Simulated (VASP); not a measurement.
The system is KBr.

```
Br K
1.0
     0.00000    3.30000    3.30000
     3.30000    0.00000    3.30000
     3.30000    3.30000    0.00000
Br K
1 1
Direct
  0.50000 0.50000 0.50000
  0.00000 0.00000 0.00000
```

Base run:

| Quantity | Value |
| --- | --- |
| Program | VASP 6.6.1 |
| Functional | PBEsol |
| Potentials or basis | VASP PAW PBE potentials, release 64 (Br, K_sv) |
| Cutoff | 520 eV |
| k mesh | 8 × 8 × 8 |
| Occupations | gaussian, width 0.02 eV |
| Spin | no spin polarisation |

Its results: band gap on the k mesh 4.28 eV, direct.

Q: The run is repeated on the same cell with these changes: functional from PBEsol to LDA; potentials or basis from VASP PAW PBE potentials, release 64 (Br, K_sv) to VASP PAW LDA potentials, release 64 (Br, K_sv). What comes out?

A: Band gap on the k mesh 4.04 eV, direct.
